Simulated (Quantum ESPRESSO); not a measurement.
# NiO (Fm-3m) in Quantum ESPRESSO: a series of runs, part 2 of 2

Quantum ESPRESSO 7.5. The steps go on from the part before.

**3. Energy-loss spectrum, PBEsol**

Contents of pw.in:

```
&CONTROL
  calculation = 'scf'
  prefix = 'pwscf'
  outdir = './tmp'
  pseudo_dir = './pseudo'
  tprnfor = .true.
  tstress = .true.
  disk_io = 'low'
/
&SYSTEM
  ibrav = 0
  A = 2.94991039
  nat = 2
  ntyp = 2
  ecutwfc = 45
  ecutrho = 360
  nbnd = 19
  occupations = 'smearing'
  smearing = 'fd'
  degauss = 0.00367493
/
&ELECTRONS
  conv_thr = 4d-10
  electron_maxstep = 120
  mixing_beta = 0.5
  startingwfc = 'random'
/
ATOMIC_SPECIES
Ni    58.6934 ni_pbesol_v1.4.uspp.F.UPF
O     15.9990 o_pbesol_v1.2.uspp.F.UPF
CELL_PARAMETERS alat
   0.0000000000    0.7071067814    0.7071067814
   0.7071067814    0.0000000000    0.7071067814
   0.7071067814    0.7071067814    0.0000000000
ATOMIC_POSITIONS alat
Ni     0.0000000000    0.0000000000    0.0000000000
O      0.7071067814    0.7071067814    0.7071067814
K_POINTS automatic
6 6 6 1 1 1
```

Contents of scf2.in:

```
&CONTROL
  calculation = 'scf'
  prefix = 'pwscf'
  outdir = './tmp'
  pseudo_dir = './pseudo'
  tprnfor = .true.
  tstress = .true.
  disk_io = 'low'
/
&SYSTEM
  ibrav = 0
  A = 2.94991039
  nat = 2
  ntyp = 2
  ecutwfc = 45
  ecutrho = 360
  nbnd = 19
  occupations = 'smearing'
  smearing = 'fd'
  degauss = 0.00367493
/
&ELECTRONS
  conv_thr = 1d-11
  electron_maxstep = 120
  mixing_beta = 0.5
  startingwfc = 'file'
  startingpot = 'file'
/
ATOMIC_SPECIES
Ni    58.6934 ni_pbesol_v1.4.uspp.F.UPF
O     15.9990 o_pbesol_v1.2.uspp.F.UPF
CELL_PARAMETERS alat
   0.0000000000    0.7071067814    0.7071067814
   0.7071067814    0.0000000000    0.7071067814
   0.7071067814    0.7071067814    0.0000000000
ATOMIC_POSITIONS alat
Ni     0.0000000000    0.0000000000    0.0000000000
O      0.7071067814    0.7071067814    0.7071067814
K_POINTS automatic
6 6 6 1 1 1
```

Contents of eels.in:

```
&LR_INPUT
  prefix = 'pwscf'
  outdir = './tmp'
  restart_step = 5000
  restart = .false.
/
&LR_CONTROL
  calculator = 'lanczos'
  approximation = 'TDDFT'
  q1 = 0
  q2 = 0
  q3 = 0.5633913845
  itermax = 400
/
```

Contents of spectrum.in:

```
&LR_INPUT
  prefix = 'pwscf'
  outdir = './tmp'
  eels = .true.
  itermax0 = 400
  itermax = 20000
  extrapolation = 'osc'
  epsil = 0.03
  units = 1
  start = 0
  end = 40
  increment = 0.2
/
```

Contents of spectrum_short.in:

```
&LR_INPUT
  prefix = 'pwscf'
  outdir = './tmp'
  eels = .true.
  itermax0 = 266
  itermax = 20000
  extrapolation = 'osc'
  epsil = 0.03
  units = 1
  start = 0
  end = 40
  increment = 0.2
/
```

Potentials or basis: GBRV 1.5 PBEsol.

Launch:

```
OMP_NUM_THREADS=1 pw.x -in pw.in > pw.out
OMP_NUM_THREADS=1 pw.x -in scf2.in > scf2.out
OMP_NUM_THREADS=1 turbo_eels.x -in eels.in > eels.out
OMP_NUM_THREADS=1 turbo_spectrum.x -in spectrum.in > spectrum.out
OMP_NUM_THREADS=1 turbo_spectrum.x -in spectrum_short.in > spectrum_short.out
```

pw.out:

```text
This program is part of the open-source Quantum ESPRESSO suite
     for quantum simulation of materials; please cite
[... 9 lines left out ...]
     --------------------
     sticks:   dense  smooth     PW     G-vecs:    dense   smooth      PW
     Sum         769     379    127                14163     5029     965

     Using Slab Decomposition

     bravais-lattice index     =            0
     lattice parameter (alat)  =       5.5745  a.u.
     unit-cell volume          =     122.4921 (a.u.)^3
     number of atoms/cell      =            2
     number of atomic types    =            2
     number of electrons       =        24.00
     number of Kohn-Sham states=           19
     kinetic-energy cutoff     =      45.0000  Ry
     charge density cutoff     =     360.0000  Ry
     scf convergence threshold =      4.0E-10
     mixing beta               =       0.5000
     number of iterations used =            8  plain     mixing
     Exchange-correlation= SLA  PW   PSX  PSC
                           (   1   4  10   8   0   0   0)

     celldm(1)=   5.574523  celldm(2)=   0.000000  celldm(3)=   0.000000
     celldm(4)=   0.000000  celldm(5)=   0.000000  celldm(6)=   0.000000

     crystal axes: (cart. coord. in units of alat)
               a(1) = (   0.000000   0.707107   0.707107 )
               a(2) = (   0.707107   0.000000   0.707107 )
               a(3) = (   0.707107   0.707107   0.000000 )

     reciprocal axes: (cart. coord. in units 2 pi/alat)
               b(1) = ( -0.707107  0.707107  0.707107 )
               b(2) = (  0.707107 -0.707107  0.707107 )
               b(3) = (  0.707107  0.707107 -0.707107 )

     PseudoPot. # 1 for Ni read from file:
     ni_pbesol_v1.4.uspp.F.UPF
     Pseudo is Ultrasoft + core correction, Zval = 18.0
     Generated by new atomic code, or converted to UPF format
     Using radial grid of  865 points,  6 beta functions with:
                l(1) =   0
                l(2) =   0
                l(3) =   1
                l(4) =   1
                l(5) =   2
                l(6) =   2
     Q(r) pseudized with 10 coefficients,  rinner =    0.980   0.980   0.980
                                                       0.980   0.980

     PseudoPot. # 2 for O  read from file:
     o_pbesol_v1.2.uspp.F.UPF
     Pseudo is Ultrasoft + core correction, Zval =  6.0
     Generated by new atomic code, or converted to UPF format
     Using radial grid of  737 points,  5 beta functions with:
                l(1) =   0
                l(2) =   0
                l(3) =   1
                l(4) =   1
                l(5) =   2
     Q(r) pseudized with  8 coefficients,  rinner =    0.900   0.900   0.900
                                                       0.900   0.900

     atomic species   valence    mass     pseudopotential
     Ni               18.00    58.69340     Ni( 1.00)
     O                 6.00    15.99900     O ( 1.00)

     48 Sym. Ops., with inversion, found

   Cartesian axes

     site n.     atom                  positions (alat units)
         1        Ni     tau(   1) = (   0.0000000   0.0000000   0.0000000  )
         2        O      tau(   2) = (   0.7071068   0.7071068   0.7071068  )

     number of k points=    28  Fermi-Dirac smearing, width (Ry)=  0.0037
                       cart. coord. in units 2pi/alat
        k(    1) = (   0.0589256   0.0589256   0.0589256), wk =   0.0185185
        k(    2) = (   0.1767767   0.1767767  -0.0589256), wk =   0.0555556
        k(    3) = (   0.2946278   0.2946278  -0.1767767), wk =   0.0555556
        k(    4) = (  -0.2946278  -0.2946278   0.4124790), wk =   0.0555556
        k(    5) = (  -0.1767767  -0.1767767   0.2946278), wk =   0.0555556
        k(    6) = (  -0.0589256  -0.0589256   0.1767767), wk =   0.0555556
[... 20 lines left out ...]
        k(   27) = (   0.2946278   0.2946278   0.2946278), wk =   0.0185185
        k(   28) = (  -0.2946278  -0.2946278   0.8838835), wk =   0.0555556

     Dense  grid:    14163 G-vectors     FFT dimensions: (  36,  36,  36)

     Smooth grid:     5029 G-vectors     FFT dimensions: (  24,  24,  24)

     Check: negative core charge=   -0.000006

     Initial potential from superposition of free atoms

     starting charge      22.0000, renormalised to      24.0000
     Starting wfcs are random

     Self-consistent Calculation

     iteration #  1     ecut=    45.00 Ry     beta= 0.50
     Davidson diagonalization with overlap
     ethr =  1.00E-02,  avg # of iterations =  7.1

     total energy              =    -357.47213170 Ry
     estimated scf accuracy    <      33.71481092 Ry
[... 85 lines left out ...]
     iteration # 14     ecut=    45.00 Ry     beta= 0.50
     Davidson diagonalization with overlap
     ethr =  4.34E-12,  avg # of iterations =  1.9

     End of self-consistent calculation

          k = 0.0589 0.0589 0.0589 (   621 PWs)   bands (ev):

   -88.6292 -49.1881 -49.1862 -49.1862  -6.2283  10.3406  10.6085  10.6085
    12.3460  12.3460  12.4319  12.9282  12.9282  16.1638  30.1864  32.7817
    32.7817  33.7693  36.0040

          k = 0.1768 0.1768-0.0589 (   615 PWs)   bands (ev):

   -88.6283 -49.1975 -49.1892 -49.1869  -5.8393   8.5244   9.5978   9.9048
    12.4938  12.6619  12.8530  13.3869  14.2760  17.9337  27.4424  29.9166
    31.8607  34.2169  35.3385

          k = 0.2946 0.2946-0.1768 (   616 PWs)   bands (ev):

   -88.6269 -49.2131 -49.1917 -49.1893  -5.1616   6.5791   8.8177   8.8932
    12.8998  12.9780  13.2940  14.5837  15.2750  19.7390  24.6371  28.1123
    29.1097  35.9971  36.7540

          k =-0.2946-0.2946 0.4125 (   620 PWs)   bands (ev):
[... 19 lines left out ...]
   -88.6279 -49.1991 -49.1905 -49.1902  -5.6841   7.9778   9.8274   9.9549
    12.0369  12.7970  13.1421  13.3242  13.9457  18.8740  27.5291  28.7006
    30.7246  31.7284  39.0135

          k = 0.4125 0.1768-0.0589 (   624 PWs)   bands (ev):

   -88.6267 -49.2087 -49.1957 -49.1922  -5.1868   7.0827   8.9949   9.2554
    12.2807  13.0950  13.3758  13.6461  14.5873  20.5555  25.3640  26.3902
    29.9015  32.8243  40.2709

          k =-0.1768-0.4125 0.5303 (   628 PWs)   bands (ev):
[... 7 lines left out ...]
   -88.6264 -49.2110 -49.1989 -49.1912  -5.0081   6.8142   8.5816   8.7896
    12.7723  13.1093  13.3761  13.7668  15.1752  21.1651  24.6182  25.7271
    29.3825  35.1207  38.0766

          k = 0.0589-0.1768 0.2946 (   620 PWs)   bands (ev):

   -88.6276 -49.2035 -49.1922 -49.1887  -5.5248   7.6280   9.2536   9.5094
    12.4263  12.9076  13.1544  13.5582  14.6679  19.2094  26.3639  28.0689
    30.5561  33.4709  37.7237

          k = 0.5303 0.0589 0.0589 (   631 PWs)   bands (ev):
[... 7 lines left out ...]
   -88.6255 -49.2137 -49.2019 -49.1977  -4.7945   7.2272   8.5837   9.0848
    12.1041  13.2951  13.4094  13.4786  13.8817  21.4481  24.4752  25.4514
    29.5744  32.4495  40.7318

          k = 0.0589-0.4125 0.5303 (   628 PWs)   bands (ev):

   -88.6257 -49.2110 -49.2051 -49.1947  -4.7698   7.1113   7.9088   8.7609
    12.7982  13.1082  13.4164  13.7774  14.6650  23.0107  23.2530  24.8775
    29.1211  34.8179  37.5970

          k = 0.1768-0.2946 0.4125 (   621 PWs)   bands (ev):

   -88.6264 -49.2155 -49.1945 -49.1912  -4.9525   6.3552   8.5412   8.7795
    12.8624  13.1292  13.4056  14.5485  15.2034  20.6567  24.0863  26.8697
    28.8490  35.9355  38.1722

          k =-0.6482 0.0589 0.0589 (   628 PWs)   bands (ev):

   -88.6255 -49.2157 -49.1994 -49.1981  -4.8429   7.0769   9.3043   9.5588
    11.5169  13.1416  13.3947  13.4076  13.5989  20.6764  24.5415  26.1864
    30.6018  30.9664  42.9868

          k =-0.5303 0.1768-0.0589 (   629 PWs)   bands (ev):

   -88.6259 -49.2122 -49.1993 -49.1957  -4.9266   7.0214   8.7643   9.1384
    12.1638  13.2144  13.4282  13.6076  14.2217  21.3627  24.4776  25.7397
    29.6875  32.5251  40.6947

          k =-0.4125 0.0589 0.0589 (   622 PWs)   bands (ev):

   -88.6269 -49.2063 -49.1940 -49.1937  -5.3056   7.2620   9.5569   9.7192
    11.8084  12.9430  13.3785  13.4696  14.0053  20.2445  25.9913  26.9383
    30.3867  31.1438  41.5764

          k = 0.1768 0.1768 0.1768 (   616 PWs)   bands (ev):
[... 37 lines left out ...]
   -88.6255 -49.2103 -49.2054 -49.1976  -4.7451   7.4813   8.0277   8.5825
    12.7177  13.1215  13.4071  13.5261  14.2438  22.5819  24.2896  24.8975
    28.2657  34.7863  37.6092

          k =-0.7660 0.1768 0.1768 (   629 PWs)   bands (ev):

   -88.6256 -49.2122 -49.2045 -49.1957  -4.7716   7.2872   7.9433   9.0387
    12.3717  13.2586  13.4253  13.7745  14.1995  22.0250  24.1069  24.8973
    29.9227  32.7862  39.9216

          k = 0.2946 0.2946 0.2946 (   616 PWs)   bands (ev):
[... 7 lines left out ...]
   -88.6261 -49.2164 -49.1964 -49.1917  -4.8526   6.2814   8.3928   8.6934
    12.9973  13.1046  13.4049  14.5302  15.2197  21.1134  23.7699  26.3480
    28.8171  36.4742  38.3354

     the Fermi energy is    14.2073 ev

!    total energy              =    -375.24153261 Ry
     estimated scf accuracy    <          3.8E-11 Ry
     smearing contrib. (-TS)   =      -0.00139491 Ry
     internal energy E=F+TS    =    -375.24013770 Ry

     The total energy is F=E-TS. E is the sum of the following terms:
     one-electron contribution =    -216.65135570 Ry
     hartree contribution      =     122.96974377 Ry
     xc contribution           =     -42.33521825 Ry
     ewald contribution        =    -239.22330752 Ry

     convergence has been achieved in  14 iterations

     Forces acting on atoms (cartesian axes, Ry/au):

     atom    1 type  1   force =    -0.00000000    0.00000000    0.00000000
     atom    2 type  2   force =    -0.00000000    0.00000000   -0.00000000

     Total force =     0.000000     Total SCF correction =     0.000000

     Computing stress (Cartesian axis) and pressure

          total   stress  (Ry/bohr**3)                   (kbar)     P=     -114.85
  -0.00078073  -0.00000000  -0.00000000         -114.85       -0.00       -0.00
  -0.00000000  -0.00078073  -0.00000000           -0.00     -114.85       -0.00
  -0.00000000  -0.00000000  -0.00078073           -0.00       -0.00     -114.85

=------------------------------------------------------------------------------=
   JOB DONE.
=------------------------------------------------------------------------------=
```

Run time: 12 min. Hardware: 1 thread of AMD EPYC 7R43 (Zen 3), shared host; peak memory 0.3 GiB.

What came out:

```
Free energy                      : -5105.4211 eV
Pressure                         : -11.5 GPa
Band gap on the k mesh           : none (metal or under the smearing width)
Peak of the energy-loss function : 38.8 eV
```

Energy-loss function at q = [0.0, 0.0, 1.2] (Å⁻¹, cartesian):
| energy (eV) | loss |
| --- | --- |
| 0.0 | 0.000 |
| 1.8 | 0.028 |
| 3.4 | 0.047 |
| 5.2 | 0.074 |
| 7.0 | 0.168 |
| 8.6 | 0.237 |
| 10.4 | 0.138 |
| 12.2 | 0.143 |
| 13.8 | 0.262 |
| 15.6 | 0.359 |
| 17.4 | 0.406 |
| 19.0 | 0.586 |
| 20.8 | 0.647 |
| 22.4 | 0.604 |
| 24.2 | 0.646 |
| 26.0 | 0.556 |
| 27.6 | 0.545 |
| 29.4 | 0.625 |
| 31.2 | 0.560 |
| 32.8 | 0.511 |
| 34.6 | 0.591 |
| 36.4 | 0.680 |
| 38.0 | 0.736 |
| 39.8 | 0.705 |

Caveat: the k mesh is coarse (spacing up to 0.43 Å⁻¹), so the values aren't converged; the Lanczos chain is short for so many electrons, so humps in the spectrum may be artefacts; the run has no spin polarisation, though such a crystal can be magnetic; semilocal functionals often make such compounds metallic where correlation or magnetic order opens a gap, which also shifts bond lengths.
